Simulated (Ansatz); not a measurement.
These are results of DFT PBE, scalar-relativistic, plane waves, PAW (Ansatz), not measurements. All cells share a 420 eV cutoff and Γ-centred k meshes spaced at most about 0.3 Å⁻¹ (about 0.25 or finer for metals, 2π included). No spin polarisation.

Each guess is relaxed in cell and atoms at zero pressure, on a coarse mesh first where it starts far from rest and then on a converged one. The steps can't lower the symmetry of the start, but it can rise. Energies are static (0 K, no zero-point motion).

Two unrelaxed guesses for SnGe4:

A.

```
CELL_PARAMETERS angstrom
-3.46461 3.46461 2.19121
3.46461 -3.46461 2.19121
3.46461 3.46461 -2.19121
ATOMIC_POSITIONS crystal
Sn 0.00000 0.00000 0.00000
Ge 0.20000 0.60000 0.80000
Ge 0.80000 0.40000 0.20000
Ge 0.40000 0.20000 0.60000
Ge 0.60000 0.80000 0.40000
```

B.

```
CELL_PARAMETERS angstrom
1.54942 0.89456 12.65097
-1.54942 0.89456 12.65097
0.00000 -1.78912 12.65097
ATOMIC_POSITIONS crystal
Sn 0.00000 0.00000 0.00000
Ge 0.60000 0.60000 0.60000
Ge 0.20000 0.20000 0.20000
Ge 0.80000 0.80000 0.80000
Ge 0.40000 0.40000 0.40000
```

Problem. Do they relax into the same structure? If not, which is lower?

Solution. No. A ends lower, by 45 meV/atom. A: I4/m at 21.0 Å³/atom → I4/m at 21.3 Å³/atom; B: R-3m at 21.0 Å³/atom → R-3m at 21.5 Å³/atom. Counting Ge atoms around Sn (those within 1.25 times the shortest such distance or 1.15 times the sum of covalent radii; the shortest distance is added where it is long for a bond), the end of A has Sn 12 from 3.1 Å and the end of B has Sn 6 from 3.2 Å. End of A. Conventional cell: a = 7.624 Å, c = 3.666 Å. Around Sn lie 12 Ge at 3.14–3.31 Å and 2 Sn at 3.67 Å; Ge has 4 Ge at 2.83 Å, 3 Ge at 3.03–3.04 Å and 3 Sn at 3.14–3.31 Å. End of B. Conventional cell: a = 3.193 Å, c = 36.455 Å. Around Sn lie 6 Sn at 3.19 Å and 6 Ge at 3.25 Å; around Ge on its first site lie 3 Ge at 2.88 Å, 6 Ge at 3.19 Å and 3 Sn at 3.25 Å; around Ge on its second site lie 6 Ge at 2.88–3.00 Å and 6 Ge at 3.19 Å.

Ends held by symmetry can be saddle points. Neither end is the lowest form computed: that has space group C2/m (No. 12) and lies 74 meV/atom below the better end. Even the lowest of the cells shown lies +0.26 eV/atom against the elements. Some types were kept out of the candidates beforehand, so the set may lack a known form.
